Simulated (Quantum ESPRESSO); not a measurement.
**Pd in Quantum ESPRESSO: the effect of strain**

Pd:

```
Pd
1.0
     0.00000    1.94650    1.94650
     1.86864    0.00000    1.94650
     1.86864    1.94650    0.00000
Pd
1
Direct
  0.00000 0.00000 0.00000
```

Alike in all runs:

```yaml
Program: Quantum ESPRESSO 7.5
Task: single point
Functional: PBEsol
Potentials_or_basis: GBRV 1.5 PBEsol
Cutoff: 612 eV
Density_cutoff: 4898 eV
k_mesh: 12 × 12 × 12
Occupations: fermi-dirac, width 0.05 eV
Spin: no spin polarisation
Kind_of_strain: uniaxial_x
Mixing_beta: 0.5
Most_SCF_iterations: 120
SCF_threshold: 2e-10 Ry
```

```csv
strain,pressure (GPa)
-0.04,6.5
-0.02,1.7
-0.01,-0.4
0,-2.4
0.01,-4.3
0.02,-6.0
0.04,?
```

What does the run with strain 0.04 give?

Pressure -9.1 GPa.

Worked out: A parabola through the other rows of the pressure, of slope -134 GPa per unit of strain there, extrapolates to -9.0 GPa, against the run's -9.1.
